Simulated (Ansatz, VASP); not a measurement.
# BP in two plane-wave programs, part 2 of 3

Wanted: the spread between two codes on one cell, functional and k mesh. The cell is taken from a series of runs on this material, whose earlier steps may have relaxed, scaled, displaced or heated it; both programs get it as it stands.

VASP 6.6.1 and Ansatz 0.2.0.

So far: Set-up; Ansatz: zone-centre phonons, LDA, pair 1.

## Step 3: VASP: zone-centre phonons, LDA, pair 1

Level of this step: LDA; plane waves and PAW (B, P) (VASP).

The same cell, functional (in two slightly different forms) and mesh now go to VASP, with its own data sets.

Lines of VASP's logs that name or quote its potential files are left out, and so is its time.

Contents of INCAR:

```
SYSTEM = BP
PREC = Accurate
ENCUT = 500
EDIFF = 1E-08
NELM = 120
ISMEAR = 0
SIGMA = 0.01
LREAL = .FALSE.
ALGO = Normal
GGA = PW92
NBANDS = 10
LORBIT = 11
LWAVE = .FALSE.
LCHARG = .FALSE.
ISIF = 2
IBRION = 8
LEPSILON = .TRUE.
LASPH = .TRUE.
GGA_COMPAT = .FALSE.
EFERMI = MIDGAP
KPAR = 2
```

Contents of POSCAR:

```
BP
1.0
    0.0739400453      2.2294196166      2.2294196166
    2.2294196166      0.0739400453      2.2294196166
    2.2294196166      2.2294196166      0.0739400453
B P
1 1
Direct
    0.9982445471      0.9982445471      0.9982445471
    0.7517554529      0.7517554529      0.7517554529
```

Contents of KPOINTS:

```
Automatic mesh
0
Gamma
12 12 12
0 0 0
```

The projector-augmented-wave data sets are B and P (LDA family, release 64).

Started as:

```sh
$ mpirun -np 2 vasp_std
```

Numbers of over 12 decimals in the logs are rounded to 6 here.

Log:

```text
[banner, memory and clock lines left out]
running    2 mpi-ranks, on    1 nodes
 distrk:  each k-point on    1 cores,    2 groups
 distr:  one band on    1 cores,    1 groups

 POSCAR found type information on POSCAR B P
 POSCAR found :  2 types and       2 ions
|                                                                             |
|               ----> ADVICE to this user running VASP <----                  |
|                                                                             |
|     You enforced a specific xc type in the INCAR file but a different       |
|     [... a line on the potential file left out ...]
|     I HOPE YOU KNOW WHAT YOU ARE DOING!                                     |
|                                                                             |

 LDA part: xc-table for (Slater(with rela. corr.)+PW92), standard interpolation
 POSCAR, INCAR and KPOINTS ok, starting setup
 FFT: planning ... GRIDC
 FFT: planning ... GRID_SOFT
 FFT: planning ... GRID
 WAVECAR not read
 entering main loop
       N       E                     dE             d eps       ncg     rms          rms(c)
DAV:   1     0.738464647393E+01    0.73846E+01   -0.40496E+03  3788   0.706E+02
DAV:   2    -0.148714269001E+02   -0.22256E+02   -0.21381E+02  5248   0.114E+02
DAV:   3    -0.153822829829E+02   -0.51086E+00   -0.50990E+00  4674   0.159E+01
DAV:   4    -0.153841136059E+02   -0.18306E-02   -0.18304E-02  4584   0.108E+00
DAV:   5    -0.153841212153E+02   -0.76094E-05   -0.76093E-05  4534   0.670E-02    0.852E+00
DAV:   6    -0.144554183184E+02    0.92870E+00   -0.20407E+00  4272   0.699E+00    0.448E+00
DAV:   7    -0.143038572636E+02    0.15156E+00   -0.39321E-01  4884   0.339E+00    0.140E+00
DAV:   8    -0.142904239475E+02    0.13433E-01   -0.38870E-02  4502   0.115E+00    0.286E-01
DAV:   9    -0.142904570228E+02   -0.33075E-04   -0.78251E-04  4314   0.218E-01    0.186E-01
DAV:  10    -0.142904457629E+02    0.11260E-04   -0.15663E-04  4162   0.758E-02    0.358E-02
DAV:  11    -0.142904470445E+02   -0.12816E-05   -0.68674E-06  4564   0.160E-02    0.367E-02
DAV:  12    -0.142904469413E+02    0.10323E-06   -0.12384E-06  4344   0.573E-03    0.766E-03
DAV:  13    -0.142904469484E+02   -0.71680E-08   -0.60719E-08  4588   0.163E-03
   1 F= -.14290447E+02 E0= -.14290447E+02  d E =0.000000E+00
 Linear response reoptimize wavefunctions to high precision
DAV:   1    -0.142904469454E+02    0.29740E-08   -0.14701E-08  4232   0.589E-04
DAV:   2    -0.142904469455E+02   -0.16257E-10   -0.28051E-10  2074   0.139E-04
 Linear response G [H, r] |phi>, progress :
  Direction:   1
       N       E                     dE             d eps       ncg     rms
RMM:   1    -0.402690088337E+02   -0.40269E+02   -0.67419E+01  9516   0.428E+01
RMM:   2    -0.306993534502E+02    0.95697E+01   -0.24944E+00  6177   0.104E+01
RMM:   3    -0.306675650483E+02    0.31788E-01   -0.39581E-02  6519   0.106E+00
RMM:   4    -0.306661957909E+02    0.13693E-02    0.10331E-03  6745   0.124E-01
RMM:   5    -0.306663261641E+02   -0.13037E-03    0.12917E-05  6716   0.154E-02
RMM:   6    -0.306663282415E+02   -0.20773E-05   -0.17258E-06  6888   0.223E-03
RMM:   7    -0.306663296511E+02   -0.14096E-05   -0.17863E-05  6556   0.407E-04
RMM:   8    -0.306663305862E+02   -0.93510E-06   -0.33156E-05  5604   0.151E-04
RMM:   9    -0.306663299301E+02    0.65611E-06   -0.12319E-04  4682   0.125E-04
RMM:  10    -0.306663283948E+02    0.15353E-05   -0.37053E-05  4232   0.125E-04
RMM:  11    -0.306663297426E+02   -0.13478E-05   -0.27849E-05  3642   0.125E-04
RMM:  12    -0.306663300959E+02   -0.35338E-06   -0.56259E-05  2976   0.125E-04
 Linear response G [H, r] |phi>, progress :
  Direction:   2
       N       E                     dE             d eps       ncg     rms
RMM:   1    -0.394829619683E+02   -0.39483E+02   -0.83422E+01  9650   0.412E+01
RMM:   2    -0.334872352578E+02    0.59957E+01   -0.16172E+00  6156   0.909E+00
RMM:   3    -0.334858271636E+02    0.14081E-02   -0.24437E-02  6516   0.888E-01
RMM:   4    -0.334849787485E+02    0.84842E-03    0.12990E-03  6746   0.105E-01
RMM:   5    -0.334851220744E+02   -0.14333E-03    0.62996E-05  6751   0.130E-02
RMM:   6    -0.334851254759E+02   -0.34015E-05    0.32985E-05  6941   0.186E-03
RMM:   7    -0.334851278181E+02   -0.23422E-05    0.75506E-06  6541   0.321E-04
RMM:   8    -0.334851277719E+02    0.46251E-07    0.16479E-05  5633   0.115E-04
RMM:   9    -0.334851285562E+02   -0.78433E-06    0.31446E-05  4879   0.964E-05
RMM:  10    -0.334851287114E+02   -0.15516E-06   -0.96199E-06  4504   0.966E-05
RMM:  11    -0.334851279239E+02    0.78745E-06   -0.56019E-06  3712   0.971E-05
RMM:  12    -0.334851279808E+02   -0.56824E-07    0.46431E-05  2850   0.964E-05
 Linear response G [H, r] |phi>, progress :
  Direction:   3
       N       E                     dE             d eps       ncg     rms
RMM:   1    -0.278710236163E+02   -0.27871E+02    0.29222E+01  9550   0.408E+01
RMM:   2    -0.228929742595E+02    0.49780E+01   -0.20582E+00  6161   0.955E+00
RMM:   3    -0.228707975220E+02    0.22177E-01   -0.30938E-02  6516   0.985E-01
RMM:   4    -0.228702233205E+02    0.57420E-03   -0.22241E-04  6755   0.117E-01
RMM:   5    -0.228702276837E+02   -0.43633E-05   -0.30358E-06  6708   0.150E-02
RMM:   6    -0.228702280323E+02   -0.34856E-06   -0.22622E-06  6912   0.219E-03
[...]
RMM:   2    -0.506910363720E+00   -0.17873E-01   -0.46849E-03 15610   0.424E-01    0.116E+00
RMM:   3    -0.492729402312E+00    0.14181E-01   -0.59261E-03 15996   0.449E-01    0.649E-01
RMM:   4    -0.503040425908E+00   -0.10311E-01   -0.54840E-03 15886   0.441E-01    0.110E-01
RMM:   5    -0.506411133152E+00   -0.33707E-02   -0.11436E-04 16140   0.731E-02    0.156E-02
RMM:   6    -0.506611254484E+00   -0.20012E-03   -0.23513E-06 16619   0.103E-02    0.765E-03
RMM:   7    -0.506666093924E+00   -0.54839E-04   -0.81767E-08 16601   0.208E-03    0.234E-03
RMM:   8    -0.506681273235E+00   -0.15179E-04   -0.11901E-08 17308   0.790E-04    0.191E-04
RMM:   9    -0.506682307038E+00   -0.10338E-05    0.22443E-09 16316   0.200E-04    0.279E-05
RMM:  10    -0.506682403228E+00   -0.96190E-07    0.78909E-09 11104   0.382E-05    0.153E-05
RMM:  11    -0.506682424577E+00   -0.21349E-07    0.94861E-08  7760   0.396E-05    0.235E-06
 change of polarisation eV/A/(eV/A) component  1 :     0.964     0.163    -0.132
 dielectric tensor                  component  1 :     9.283     1.398    -1.137
 Linear response to external field, progress :
  Direction:   2
       N       E                     dE             d eps       ncg     rms          rms(c)
RMM:   1    -0.489178688602E+00   -0.48918E+00   -0.21955E+00 21967   0.285E+00
RMM:   2    -0.506911666859E+00   -0.17733E-01   -0.46469E-03 15610   0.423E-01    0.116E+00
RMM:   3    -0.492728585371E+00    0.14183E-01   -0.59255E-03 15996   0.449E-01    0.649E-01
RMM:   4    -0.503040506060E+00   -0.10312E-01   -0.54832E-03 15888   0.441E-01    0.110E-01
RMM:   5    -0.506410630342E+00   -0.33701E-02   -0.11478E-04 16145   0.731E-02    0.155E-02
RMM:   6    -0.506612096865E+00   -0.20147E-03   -0.23118E-06 16624   0.104E-02    0.764E-03
RMM:   7    -0.506666846066E+00   -0.54749E-04   -0.81124E-08 16597   0.208E-03    0.234E-03
RMM:   8    -0.506682044941E+00   -0.15199E-04   -0.60771E-09 17348   0.791E-04    0.190E-04
RMM:   9    -0.506683078000E+00   -0.10331E-05    0.44618E-09 16292   0.199E-04    0.279E-05
RMM:  10    -0.506683172374E+00   -0.94374E-07    0.14226E-08 11092   0.374E-05    0.153E-05
RMM:  11    -0.506683193171E+00   -0.20797E-07    0.11458E-07  7665   0.387E-05    0.234E-06
 change of polarisation eV/A/(eV/A) component  2 :     0.089     0.964    -0.058
 dielectric tensor                  component  2 :     0.761     9.283    -0.499
 Linear response to external field, progress :
  Direction:   3
       N       E                     dE             d eps       ncg     rms          rms(c)
RMM:   1    -0.489054240253E+00   -0.48905E+00   -0.21942E+00 21966   0.285E+00
RMM:   2    -0.506911301020E+00   -0.17857E-01   -0.46601E-03 15605   0.423E-01    0.116E+00
RMM:   3    -0.492728497435E+00    0.14183E-01   -0.59196E-03 15997   0.449E-01    0.649E-01
RMM:   4    -0.503039732568E+00   -0.10311E-01   -0.54714E-03 15880   0.441E-01    0.110E-01
RMM:   5    -0.506411622335E+00   -0.33719E-02   -0.11527E-04 16133   0.731E-02    0.155E-02
RMM:   6    -0.506611552222E+00   -0.19993E-03   -0.17772E-06 16617   0.103E-02    0.764E-03
RMM:   7    -0.506666376429E+00   -0.54824E-04   -0.65486E-08 16591   0.208E-03    0.234E-03
RMM:   8    -0.506681551896E+00   -0.15175E-04   -0.20379E-08 17313   0.791E-04    0.190E-04
RMM:   9    -0.506682581318E+00   -0.10294E-05   -0.33080E-09 16347   0.199E-04    0.279E-05
RMM:  10    -0.506682678153E+00   -0.96835E-07    0.13322E-08 11059   0.384E-05    0.153E-05
RMM:  11    -0.506682698726E+00   -0.20573E-07    0.88322E-08  7670   0.397E-05    0.232E-06
 change of polarisation eV/A/(eV/A) component  3 :     0.161    -0.131     0.964
 dielectric tensor                  component  3 :     1.387    -1.127     9.283
 Linear response DOF=           2
 Linear response progress:
  Degree of freedom:   1/  2
       N       E                     dE             d eps       ncg     rms          rms(c)
RMM:   1    -0.487512992617E-01   -0.48751E-01   -0.11562E-02 23828   0.117E+00
RMM:   2    -0.448252299979E-01    0.39261E-02   -0.14019E-03 14998   0.242E-01    0.172E-01
RMM:   3    -0.446753360420E-01    0.14989E-03   -0.45706E-04 15461   0.110E-01    0.889E-02
RMM:   4    -0.451488384122E-01   -0.47350E-03   -0.38741E-04 15073   0.102E-01    0.103E-02
RMM:   5    -0.451223468229E-01    0.26492E-04   -0.19264E-06 16190   0.118E-02    0.182E-03
RMM:   6    -0.451244472776E-01   -0.21005E-05   -0.89296E-07 16170   0.154E-03    0.441E-04
RMM:   7    -0.451226362545E-01    0.18110E-05   -0.20392E-07 16573   0.344E-04    0.190E-04
RMM:   8    -0.451226675575E-01   -0.31303E-07   -0.13154E-07 16920   0.906E-05    0.209E-05
RMM:   9    -0.451226120196E-01    0.55538E-07    0.19345E-08 17200   0.210E-05    0.120E-05
RMM:  10    -0.451226392185E-01   -0.27199E-07    0.45927E-08 17104   0.979E-06    0.124E-06
RMM:  11    -0.451226364166E-01    0.28018E-08   -0.19431E-08 14378   0.506E-06    0.505E-07
 first order change of Fermi-energy  -0.21857E+00
 force on displaced ion       1 direction 1 : -22.730   0.698   0.698
 Born effective charge ion    1 direction 1 :  -0.855   0.028   0.028
 Linear response progress:
  Degree of freedom:   2/  2
       N       E                     dE             d eps       ncg     rms          rms(c)
RMM:   1    -0.437394130229E-01   -0.43739E-01   -0.46446E-03 22350   0.143E+00
RMM:   2    -0.406399964533E-01    0.30994E-02   -0.41823E-04 14794   0.221E-01    0.159E-01
RMM:   3    -0.407210718682E-01   -0.81075E-04    0.11493E-04 15708   0.418E-02    0.899E-02
RMM:   4    -0.410527668721E-01   -0.33170E-03    0.55811E-05 15620   0.393E-02    0.981E-03
RMM:   5    -0.410495033948E-01    0.32635E-05   -0.10972E-05 16384   0.672E-03    0.479E-03
RMM:   6    -0.410374930995E-01    0.12010E-04    0.69360E-07 16310   0.146E-03    0.222E-03
RMM:   7    -0.410365367197E-01    0.95638E-06    0.16840E-06 16643   0.380E-04    0.636E-04
RMM:   8    -0.410363490274E-01    0.18769E-06   -0.70644E-09 16806   0.923E-05    0.211E-05
RMM:   9    -0.410363350138E-01    0.14014E-07   -0.77722E-08 17335   0.235E-05    0.200E-05
RMM:  10    -0.410363006004E-01    0.34413E-07   -0.19306E-08 16830   0.885E-06    0.754E-06
RMM:  11    -0.410362957033E-01    0.48972E-08    0.78743E-09 14489   0.633E-06    0.193E-07
 first order change of Fermi-energy   0.21889E+00
 force on displaced ion       2 direction 1 : -22.729   0.698   0.698
 Born effective charge ion    2 direction 1 :   0.850  -0.027  -0.027
 Born effective charges drift removed
 Linear response finished
```

OUTCAR, selected parts (step 3):

```text
ion  position               nearest neighbor table
   1  0.998  0.998  0.998-   2 1.89   2 1.89   2 1.89   2 1.94
   2  0.752  0.752  0.752-   1 1.89   1 1.89   1 1.89   1 1.94

  LATTYP: Found a trigonal (rhomboedric) cell.
 ALAT       =     3.1537423459
 COS(alpha) =     0.5328725342

 Subroutine GETGRP returns: Found  6 space group operations
 (whereof  6 operations were pure point group operations)

The static configuration has the point symmetry C_3v.

 Found    189 irreducible k-points:

   k-points           NKPTS =    189   k-points in BZ     NKDIM =    189   number of bands    NBANDS=     10

   dimension x,y,z NGX =    24 NGY =   24 NGZ =   24
   dimension x,y,z NGXF=    48 NGYF=   48 NGZF=   48

   ENCUT  =  500.0 eV  36.75 Ry    6.06 a.u.   5.75  5.75  5.75*2*pi/ulx,y,z

   NELECT =       8.0000    total number of electrons

 k-points in reciprocal lattice and weights: Automatic mesh
   0.00000000  0.00000000  0.00000000       0.001
   0.08333333  0.00000000  0.00000000       0.003
   0.16666667 -0.00000000 -0.00000000       0.003
   0.25000000  0.00000000  0.00000000       0.003
   0.33333333  0.00000000  0.00000000       0.003
   0.41666667  0.00000000 -0.00000000       0.003
   0.50000000  0.00000000  0.00000000       0.002
   0.08333333  0.08333333  0.00000000       0.003
   0.16666667  0.08333333 -0.00000000       0.007
[...]
-0.41666667  0.50000000  0.41666667       0.003
   0.50000000  0.50000000  0.50000000       0.001

 average (electrostatic) potential at core
       1 -28.4970       2 -81.0369

  Total        1.8833598      1.8833598      1.8833598     -0.9693756     -0.9693756     -0.9693756
  in kB      143.2819504    143.2819504    143.2819504    -73.7480072    -73.7480072    -73.7480072
  external PRESSURE =     143.2819504 kB  Pullay stress =       0.0000000 kB

  energy-cutoff  :      500.00
  volume of cell :       21.06
      direct lattice vectors                 reciprocal lattice vectors
     0.073940045  2.229419617  2.229419617    -0.235750854  0.228183026  0.228183026
     2.229419617  0.073940045  2.229419617     0.228183026 -0.235750854  0.228183026
     2.229419617  2.229419617  0.073940045     0.228183026  0.228183026 -0.235750854

 POSITION                                       TOTAL-FORCE (eV/Angst)
 -----------------------------------------------------------------------------------
      4.52482      4.52482      4.52482         0.004148      0.004148      0.004148
      3.40754      3.40754      3.40754        -0.004148     -0.004148     -0.004148
 -----------------------------------------------------------------------------------
    total drift:                               -0.000018     -0.000018     -0.000018

 MACROSCOPIC STATIC DIELECTRIC TENSOR (including local field effects in DFT)
 ------------------------------------------------------
           9.283056     0.130551     0.130551
           0.130551     9.283056     0.130551
           0.130551     0.130551     9.283056
 ------------------------------------------------------

 PIEZOELECTRIC TENSOR (including local field effects)  for field in x, y, z        (C/m^2)
          XX          YY          ZZ          XY          YZ          ZX
  --------------------------------------------------------------------------------
  x     0.05416    -0.00034    -0.00034     0.03756    -0.28130     0.03756
  y    -0.00034     0.05416    -0.00034     0.03756     0.03756    -0.28130
  z    -0.00034    -0.00034     0.05416    -0.28130     0.03756     0.03756

 BORN EFFECTIVE CHARGES (including local field effects) (in |e|, cummulative output)
 ---------------------------------------------------------------------------------
 ion    1
    1    -0.85236     0.02816     0.02816
    2     0.02816    -0.85236     0.02816
    3     0.02816     0.02816    -0.85236
 ion    2
    1     0.85236    -0.02816    -0.02816
    2    -0.02816     0.85236    -0.02816
    3    -0.02816    -0.02816     0.85236

 Eigenvectors and eigenvalues of the dynamical matrix
 ----------------------------------------------------

   1 f  =   26.729705 THz   167.947691 2PiTHz  891.606995 cm-1   110.545129 meV
             X         Y         Z           dx          dy          dz
      4.524822  4.524822  4.524822    -0.578385   -0.056849    0.635234
      3.407542  3.407542  3.407542     0.341694    0.033585   -0.375278

   2 f  =   26.729705 THz   167.947691 2PiTHz  891.606995 cm-1   110.545129 meV
             X         Y         Z           dx          dy          dz
      4.524822  4.524822  4.524822    -0.399574    0.700684   -0.301109
      3.407542  3.407542  3.407542     0.236057   -0.413944    0.177887

   3 f  =   25.506701 THz   160.263326 2PiTHz  850.811948 cm-1   105.487190 meV
             X         Y         Z           dx          dy          dz
      4.524822  4.524822  4.524822    -0.497082   -0.497082   -0.497082
      3.407542  3.407542  3.407542     0.293671    0.293671    0.293671

   4 f/i=    0.000028 THz     0.000179 2PiTHz    0.000949 cm-1     0.000118 meV
             X         Y         Z           dx          dy          dz
      4.524822  4.524822  4.524822    -0.293672   -0.293671   -0.293671
      3.407542  3.407542  3.407542    -0.497083   -0.497082   -0.497081

   5 f/i=    0.000400 THz     0.002513 2PiTHz    0.013344 cm-1     0.001654 meV
             X         Y         Z           dx          dy          dz
      4.524822  4.524822  4.524822     0.106871    0.294116   -0.400987
      3.407542  3.407542  3.407542     0.180900    0.497850   -0.678752

   6 f/i=    0.000400 THz     0.002513 2PiTHz    0.013344 cm-1     0.001654 meV
             X         Y         Z           dx          dy          dz
      4.524822  4.524822  4.524822    -0.401318    0.293212    0.108106
      3.407542  3.407542  3.407542    -0.679311    0.496321    0.182992

 MACROSCOPIC STATIC DIELECTRIC TENSOR IONIC CONTRIBUTION
 ------------------------------------------------------
           0.274649    -0.009711    -0.009711
          -0.009711     0.274649    -0.009711
          -0.009711    -0.009711     0.274649
 ------------------------------------------------------

 ELASTIC MODULI CONTR FROM IONIC RELAXATION (kBar)
 Direction    XX          YY          ZZ          XY          YZ          ZX
 --------------------------------------------------------------------------------
 XX         -14.5257    -11.9709    -11.9709     21.4014     57.4728     21.7085
 YY         -11.9709    -14.5257    -11.9709     21.7085     21.4014     57.4728
 ZZ         -11.9709    -11.9709    -14.5257     57.4728     21.7085     21.4014
 XY          21.4014     21.7085     57.4728   -424.3278     80.6647     80.6647
 YZ          57.4728     21.4014     21.7085     80.6647   -424.3278     80.6647
 ZX          21.7085     57.4728     21.4014     80.6647     80.6647   -424.3278
 --------------------------------------------------------------------------------

 PIEZOELECTRIC TENSOR IONIC CONTR  for field in x, y, z        (C/m^2)
          XX          YY          ZZ          XY          YZ          ZX
  --------------------------------------------------------------------------------
  x    -0.04799    -0.02262    -0.02262    -0.03912     0.31897    -0.03607
  y    -0.02262    -0.04799    -0.02262    -0.03607    -0.03912     0.31897
  z    -0.02262    -0.02262    -0.04799     0.31897    -0.03607    -0.03912
```

## Step 4: Comparison

Known differences besides the potentials themselves: fixed occupations in Ansatz, narrow Gaussian smearing in VASP; VASP's response is taken on the typed mesh, Ansatz refines its own for the field response alone; the cutoff is 420 eV in Ansatz and 500 eV in VASP; VASP's log shows a relativistic correction to its local exchange, Ansatz's none. Total energies have different zeros and are not compared.

Compared:

```csv
quantity,Ansatz,VASP,difference
ε∞ xx,9.25,9.28,-0.31 %
ε∞ yy,9.25,9.28,-0.31 %
ε∞ zz,9.25,9.28,-0.31 %
Born charge of B1 (mean of the diagonal) (e),-0.87,-0.85,-0.02
Born charge of P2 (mean of the diagonal) (e),0.87,0.85,+0.02
optical mode 1 (cm⁻¹),853.3,850.8,+0.29 %
optical mode 2 to 3 (cm⁻¹),894.1,891.6,+0.28 %
```

Modes are paired by rising frequency, not by their patterns, so a pair may set unlike modes beside each other; they are those without the splitting of longitudinal modes.

[end of part 2 of 3]

[Lines on the potential files, build, host, timing and source positions are cut from VASP's logs without a mark.]

[Logs are printed without paths, hosts, clocks, repeated set-up lines and the standing remarks that a program may print on its own settings, such as how far it seeks lower states.]

[Hosts, paths, dates, database ids (printed as entryN), source tags and the programs' standing remarks are cut or masked in the printed files.]
